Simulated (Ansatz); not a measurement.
# Ni3Ge (Pm-3m) in Ansatz: convergence with ecutrho ratio

Aim: find how far ecutrho ratio must go before the results for Ni3Ge settle, at PBEsol. This setting moves, with any that are tied to it; all else stays.

Everything below comes from runs of Ansatz 0.2.0. Logs are shortened: lines on timing, memory, paths and dates and some standing lists are left out, and cuts for length are marked.

## 1. Starting point

Symmetry: Pm-3m, No. 221, cubic system. Conventional cell: a = 3.530 Å, b = 3.530 Å, c = 3.530 Å, α = 90.00°, β = 90.00°, γ = 90.00°. Ge (site symmetry m-3m) is surrounded by 12 Ni at 2.50 Å. Ni (site symmetry 4/mmm) is surrounded by 4 Ge at 2.50 Å and 8 Ni at 2.50 Å.

The cell comes from a database or a generator and needn't be the stable form of this composition.

## 2. With ecutrho ratio 4

input.yaml reads:

```yaml
crystal:
  lattice:
    - [3.5303341067, 0.0, 0.0]
    - [0.0, 3.5303341067, 0.0]
    - [0.0, 0.0, 3.5303341067]
  atoms:
    - { symbol: Ge, position: [0.0, 0.0, 0.0] }
    - { symbol: Ni, position: [0.5, 0.5, 0.0], spin: 1.0 }
    - { symbol: Ni, position: [0.0, 0.5, 0.5], spin: 1.0 }
    - { symbol: Ni, position: [0.5, 0.0, 0.5], spin: 1.0 }
hamiltonian:
  xc: pbesol
  pseudopotentials: { kind: paw, level: accurate }
magnetization:
  spin_polarized: true
kpoints:
  mp_grid: { grid: [6, 6, 6] }
scf:
  occupations: { method: methfessel_paxton, width: 0.05 }
output:
  forces: true
  stress: true
  eigenvalues: true
basis:
  ecutrho_ratio: 4
```

Potentials or basis: Ansatz PAW earlier set.

Command:

```bash
$ ansatz run input.yaml --threads 2 --pin off --max-ram 5632MiB --backend cpu --events-out ev --progress --plain --runs-dir out
```

What it wrote:

```text
Warning: RAYON_NUM_THREADS=2 ignored (pool sized by the plan → 2); use --threads N
Engine: ansatz 0.2.0, aarch64-unknown-linux-gnu
Pseudopotentials: kind: paw, level: accurate
Pseudopotential: Ge, paw, valence charge 14, recommended cutoff 560 eV (normal), Ge.paw.azcp#accurate
Pseudopotential: Ni, paw, valence charge 18, recommended cutoff 1080 eV (high), Ni.paw.azcp
Functional definition: PBEsol
  exchange = pbesol_x
  correlation = pbesol_c
Crystal: 4 atoms, lattice volume = 43.999 Å³
Basis set: ecut = 1080 eV, 3575 PW (Γ), exchange–correlation on 80×80×80 points (8 copies of the dense FFT grid, shifted against one another)
Bands: 43, of which v1, the nominal top of the filled ones, is band 34 counted from 1 (33 counted from 0)
Symmetry: 48 space group operations
Space group: Pm-3m (ITA 221), of the structure as read, at distance tolerance 3.5e-5 Å
Magnetic group: BNS 221.92 (UNI 1594), of the structure as read, at distance tolerance 3.5e-5 Å
k-points: 20 of 216
Non-local potential: Ge, projectors of the file, l = 0: 3, l = 1: 3, l = 2: 3, l = 3: 2, l = 4: 1
Non-local potential: Ni, projectors of the file, l = 0: 3, l = 1: 3, l = 2: 3, l = 3: 2, l = 4: 1
PAW form: soft (Blöchl's): semilocal exchange-correlation on the pseudo side does not see the compensation charge
PAW frozen core: Ge, regenerated for the run's functional, and the local potential with it (the file was generated under x = pbe(κ = 0.804, μ = 0.2195149727645171), c = pbe(β = 0.06672455060314922))
PAW frozen core: Ni, regenerated for the run's functional, and the local potential with it (the file was generated under x = pbe(κ = 0.804, μ = 0.2195149727645171), c = pbe(β = 0.06672455060314922))
PAW one-centre angular grid: Ge, 590 points (default); XC on 64 Gauss nodes
PAW one-centre angular grid: Ni, 590 points (default); XC on 64 Gauss nodes
Initial density: superposition of atomic densities (chi_scale 0.1, normalization cell)
Starting moments: Σ|m| = 3 μB on 3 of 4 sites
Initial wavefunctions: pseudopotential atomic-orbital guess
Functional: x = pbesol(κ = 0.804, μ = 0.12345679012345678), c = pbesol(β = 0.046)
iter 1 solved again at ethr=1.82e-3 eV; its pass at ethr=3.10e-3 eV (dr2=1.24e0 eV) is discarded
SCF iter   1: F=—  HF=-21669.823732 eV  |F-HF|=—  |Δ(HF+E_count)|=         —  Δρ=1.02e-1 (↑8.95e-2 ↓1.02e-1)  dr2=1.24e0  dr2_m=3.54e0  M=0.148 μB ∫|m|=0.318 μB  β_m=0.30  ethr=1.82e-3  ⟨swp⟩=1.3  Hψ=7451  notcnv=0
Mixer restart at iter 1: flushing history
preconditioner: auto → Resta (q_TF=auto, 2.934 Å⁻¹)  ε∞=7.8  [insulator: Δε(μ)=0.109 eV  Ē_g=14.278 eV  σ=0.050 eV  W_gap=0.74  n_scr=18 (ndim 8)  ℏωp=37.1 eV  f_vac=0.000  D(μ)=0.48/eV (n_scr^D=0)  ε∞_Penn≈7.8]
spin=Collinear: Resta preconditioning applied to the charge; magnetization (m = ρ↑ − ρ↓) channel mixes plain (no charge-response kernel on spin).
[... 23 lines left out ...]
this state was not tested for a lower state beside it, because cold or Methfessel-Paxton smearing, or corrected tetrahedra, fill the levels in a way that the test cannot read (fill_not_monotonic; see scf.lower_state_search)
SCF converged after 19 iterations
Magnetization: -0.0002 μB (33.9999 up, 34.0001 down)
Absolute magnetization: 0.0003 μB (∫|ρ↑−ρ↓|, with the PAW one-centre terms)
Spin contamination: 0.0000 ħ² per cell (⟨S²⟩ above its minimum at these occupations)
Per-site moments (μB) at R_I (Å): [(5.549819774118098e-6, 1.0297333145144605), (-7.900330135508484e-5, 1.0297333145144605), (-7.900330135503934e-5, 1.0297333145144605), (-7.900330135558858e-5, 1.0297333145144605)]
Free energy (F): -21669.670956 eV
Harris-Foulkes:  -21669.670956 eV  (|F-HF|=3.27e-11)
Internal energy: -21669.669991 eV  (E = F + TS)
E sigma→0 (E₀):  -21669.670715 eV
Entropy (-TS):   -0.000965 eV (-0.241 meV/atom)
Fermi energy:    18.929782 eV
Step filling:    the computed levels leave a gap of 0.0000 eV = 0.0 smearing widths at the electron count; against every level under it full and every level over it empty, smearing changes F+E_penalty+E_count by -0.356 meV and its σ→0 estimate by -0.115 meV
--- Per-component energies (eV) ---
  E_band       = -814.239948
  E_kinetic    = 2298.777787
  E_local      = -13524.715128  (includes V_loc(G=0)·N_el)
  E_nonlocal   = 2337.765071
  E_hartree    = 4640.269840
  E_xc         = -867.238372
  E_vxc        = -721.032001  (∫ρ·V_xc dr)
  E_paw        = -5691.743314  (= ΣΔE_a, less E_core_relax)
  E_vpaw       = -485.574810  (= ΣTr[D̂ρ^β], less what the cores' own moments, if any, meet on the grid)
  E_core_relax = -0.000050  (the energy of the cores' relaxation)
  E_aug_tail   = 0.000037  (compensation charges beyond the density's cutoff)
  E_ewald      = -10864.295333
  E_core_change = 1.509470  (= ΣΔE_core)
  E_smearing   = -0.000965  (= −TS)
  E_closure    = 0.000000  (closes the sum)
  Σ components = -21669.670956   (vs F -21669.670956, Δ=0.00e0)
--- Forces (eV/Å), atoms counted from 1 ---
  atom   1  Ge    -0.00000000    -0.00000000     0.00000000
  atom   2  Ni     0.00000000    -0.00000000    -0.00000000
  atom   3  Ni     0.00000000    -0.00000000    -0.00000000
  atom   4  Ni     0.00000000    -0.00000000    -0.00000000
  max |Σ_I F_I| component: 2.61e-28 eV/Å
--- Stress (GPa, compression-positive) ---
       -0.944421      -0.000000      -0.000000
       -0.000000      -0.944421       0.000000
       -0.000000       0.000000      -0.944421
  P = ⅓ Tr σ = -0.9444 GPa (-9.444 kbar)
--- Band table (eV; the first three rows and the last of 40) ---
  k-point 0 ↑: bands = ["-83.8911", "-83.8577", "-83.8577", "-44.5082", "-44.5082", "-44.5082", "-44.4535", "-44.4535", "-44.4535", "-44.3073", "-44.3073", "-44.3073", "-5.7339", "-5.7339", "-5.7189", "-5.7189", "-5.7189", "6.3180", "13.9955", "15.0829", "15.0829", "15.4975", "15.4975", "15.4975", "17.4628", "17.4628", "17.4628", "17.9024", "17.9024", "17.9024", "18.3316", "18.3316", "18.6454", "18.9487", "18.9487", "18.9487", "22.8564", "25.7704", "25.7704", "29.3743", "29.3743", "29.3743", "32.3488"]
  k-point 1 ↑: bands = ["-83.8891", "-83.8596", "-83.8577", "-44.5034", "-44.5034", "-44.5016", "-44.4551", "-44.4551", "-44.4539", "-44.3147", "-44.3105", "-44.3105", "-5.7327", "-5.7272", "-5.7190", "-5.7190", "-5.7186", "6.6304", "13.8719", "14.6217", "15.2965", "15.4389", "15.4389", "15.5728", "16.9275", "16.9275", "17.2350", "17.3748", "18.1425", "18.1425", "18.2588", "18.3266", "18.5152", "18.9490", "19.5857", "19.5857", "23.4689", "25.7542", "26.8911", "28.5316", "28.5316", "28.6866", "31.2378"]
  k-point 2 ↑: bands = ["-83.8840", "-83.8647", "-83.8576", "-44.4919", "-44.4919", "-44.4867", "-44.4599", "-44.4599", "-44.4547", "-44.3315", "-44.3172", "-44.3172", "-5.7304", "-5.7191", "-5.7191", "-5.7180", "-5.7139", "7.4818", "12.2264", "14.8072", "15.2559", "15.2559", "15.7507", "15.8305", "16.7238", "16.7238", "16.9643", "17.1710", "17.8406", "17.8406", "17.9070", "18.0828", "18.3826", "18.9496", "21.1875", "21.1875", "23.6123", "25.7131", "26.2624", "26.2624", "26.9099", "29.6819", "31.2074"]
  k-point 19 ↓: bands = ["-83.8688", "-83.8688", "-83.8688", "-44.5298", "-44.5298", "-44.5298", "-44.4659", "-44.4025", "-44.4025", "-44.4025", "-44.2784", "-44.2784", "-5.7320", "-5.7320", "-5.7320", "-5.6942", "-5.6942", "9.8882", "14.7750", "14.7750", "14.7750", "15.0412", "15.0412", "15.0412", "16.7337", "16.7337", "16.7337", "17.5735", "17.5735", "17.5735", "17.7586", "17.7586", "18.3045", "18.7212", "18.7212", "18.7212", "19.6292", "23.1031", "23.1031", "23.1031", "36.1954", "36.1954", "36.1954"]
```

It took 29 s on 2 threads of Arm Neoverse V1, shared host; peak memory 0.62 GiB.

What came out:

| Item | Value |
| --- | --- |
| Free energy | -21669.6710 eV |
| Pressure | -0.9 GPa |
| Band gap on the k mesh | none (metal or under the smearing width) |
| Net moment | 0.00 μB per cell |
| Absolute moment | 0.00 μB per cell |

## 3. With ecutrho ratio 5

Changes to input.yaml since step 2:

```diff
@@ -24,2 +24,2 @@
 basis:
-  ecutrho_ratio: 4
+  ecutrho_ratio: 5
```

Potentials or basis: Ansatz PAW earlier set.

Command:

```bash
$ ansatz run input.yaml --threads 2 --pin off --max-ram 5632MiB --backend cpu --events-out ev --progress --plain --runs-dir out
```

Run time: 29 s. Hardware: 2 threads of Arm Neoverse V1, shared host; peak memory 0.67 GiB.

What came out:

```
Free energy            : -21669.6710 eV
Pressure               : -0.9 GPa
Band gap on the k mesh : none (metal or under the smearing width)
Net moment             : 0.00 μB per cell
Absolute moment        : 0.00 μB per cell
```

## 4. With ecutrho ratio 6

Changes to input.yaml since step 3:

```diff
@@ -24,2 +24,2 @@
 basis:
-  ecutrho_ratio: 5
+  ecutrho_ratio: 6
```

Command:

```bash
$ ansatz run input.yaml --threads 2 --pin off --max-ram 5632MiB --backend cpu --events-out ev --progress --plain --runs-dir out
```

It took 30 s on 2 threads of Arm Neoverse V1, shared host; peak memory 0.69 GiB.

Results:

```
Free energy            : -21669.6710 eV
Pressure               : -0.9 GPa
Band gap on the k mesh : none (metal or under the smearing width)
Net moment             : 0.00 μB per cell
Absolute moment        : 0.00 μB per cell
```

## 5. With ecutrho ratio 8

Changes to input.yaml since step 4:

```diff
@@ -24,2 +24,2 @@
 basis:
-  ecutrho_ratio: 6
+  ecutrho_ratio: 8
```

Command:

```bash
$ ansatz run input.yaml --threads 2 --pin off --max-ram 5632MiB --backend cpu --events-out ev --progress --plain --runs-dir out
```

It took 30 s on 2 threads of Arm Neoverse V1, shared host; peak memory 0.78 GiB.

The run converged. Its results:

```
Free energy            : -21669.6710 eV
Pressure               : -0.9 GPa
Band gap on the k mesh : none (metal or under the smearing width)
Net moment             : 0.00 μB per cell
Absolute moment        : 0.00 μB per cell
```

## 6. With ecutrho ratio 10

Changes to input.yaml since step 5:

```diff
@@ -24,2 +24,2 @@
 basis:
-  ecutrho_ratio: 8
+  ecutrho_ratio: 10
```

Potentials or basis: Ansatz PAW earlier set.

Command:

```bash
$ ansatz run input.yaml --threads 2 --pin off --max-ram 5632MiB --backend cpu --events-out ev --progress --plain --runs-dir out
```

It took 31 s on 2 threads of Arm Neoverse V1, shared host; peak memory 0.87 GiB.

It converged, with:

| Quantity | Value |
| --- | --- |
| Free energy | -21669.6710 eV |
| Pressure | -0.9 GPa |
| Band gap on the k mesh | none (metal or under the smearing width) |
| Net moment | 0.00 μB per cell |
| Absolute moment | 0.00 μB per cell |

## 7. With ecutrho ratio 12

Changes to input.yaml since step 6:

```diff
@@ -24,2 +24,2 @@
 basis:
-  ecutrho_ratio: 10
+  ecutrho_ratio: 12
```

Command:

```bash
$ ansatz run input.yaml --threads 2 --pin off --max-ram 5632MiB --backend cpu --events-out ev --progress --plain --runs-dir out
```

Run time: 33 s. Hardware: 2 threads of Arm Neoverse V1, shared host; peak memory 1.1 GiB.

The run converged. Its results:

```yaml
Free_energy: -21669.6710 eV
Pressure: -0.9 GPa
Band_gap_on_the_k_mesh: none (metal or under the smearing width)
Net_moment: 0.00 μB per cell
Absolute_moment: 0.00 μB per cell
```

## 8. The series at a glance

| ecutrho ratio | energy less the tightest run, at zero smearing (meV/atom) | SCF cycles | CPU time (s) | peak memory (GiB) |
| --- | --- | --- | --- | --- |
| 4 | 0.00 | 19 | 57 | 0.62 |
| 5 | 0.00 | 19 | 57 | 0.67 |
| 6 | 0.00 | 19 | 58 | 0.69 |
| 8 | 0.00 | 19 | 59 | 0.78 |
| 10 | 0.00 | 19 | 60 | 0.87 |
| 12 | 0.00 | 19 | 64 | 1.1 |

Against the tightest run, the energy stays within 1 meV/atom from 4 on. The tightest run that finished is the yardstick and may itself not be fully converged.

Caveats: the PAW data sets come from PBE, with cores solved anew for the run's functional, which leaves a small shift of forces and pressure; the starting moments weren't kept.
